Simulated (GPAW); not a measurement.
Wanted: an ASE script for a GPAW 26.7.0 run.

* Task: single point
* Functional: PBE
* Potentials or basis: GPAW PAW data sets (gpaw-data 1.2.1)
* Cutoff: 500 eV
* Basis: pw
* k mesh: 7 × 7 × 7
* Occupations: fermi-dirac, width 0.05 eV
* Spin: no spin polarisation
* Maxiter: 60

The system is ZnS.

```
Zn S
1.0
     0.00000    2.70200    2.70200
     2.70200    0.00000    2.70200
     2.70200    2.70200    0.00000
Zn S
1 1
Direct
  0.25000 0.25000 0.25000
  0.00000 0.00000 0.00000
```

The input as run:

run.py

```python
from ase.dft.bandgap import bandgap
from ase.io import write
from ase.spacegroup import crystal
from ase.units import GPa
from gpaw import GPAW, PW

# Zn 4c
# S 4a
atoms = crystal(['Zn', 'S'],
                basis=[[0.25, 0.25, 0.25],
                       [0.0, 0.0, 0.0]],
                spacegroup=216, setting=1,  # F-43m
                cellpar=[5.404, 5.404, 5.404, 90.0, 90.0, 90.0],
                primitive_cell=True)

calc = GPAW(mode=PW(500),
            xc='PBE',
            kpts={'size': (7, 7, 7), 'gamma': True},
            occupations={'name': 'fermi-dirac', 'width': 0.05},
            nbands=18,
            convergence={'density': 1e-05, 'energy': 1e-05},
            maxiter=60,
            txt='gpaw.txt')
atoms.calc = calc
energy = atoms.get_potential_energy()
forces = atoms.get_forces()
stress = atoms.get_stress()
calc.write('gs.gpw')
write('result.traj', atoms)
print(f'Energy: {energy:.6f} eV')
print('Forces (eV/A):')
print(forces.round(4))
print('Stress (GPa):', (stress / GPa).round(3))
print('Fermi level:', round(calc.get_fermi_level(), 4), 'eV')
print(f'Gap: {bandgap(calc)[0]:.4f} eV, direct: {bandgap(calc, direct=True)[0]:.4f} eV')
```

Potentials or basis: GPAW PAW data sets (gpaw-data 1.2.1), pw.

Command:

```console
$ OMP_NUM_THREADS=1 python run.py
```

It gave:

| Item | Value |
| --- | --- |
| Pressure | 1.5 GPa |
| Band gap on the k mesh | 2.11 eV, direct |

Caveat: the cutoff is short for stress and forces, so pressures can be off by a GPa or more.

It took 5.7 s on 1 thread of Intel(R) Xeon(R) Platinum 8488C (Sapphire Rapids), with other jobs on the host, peak memory 0.14 GiB.
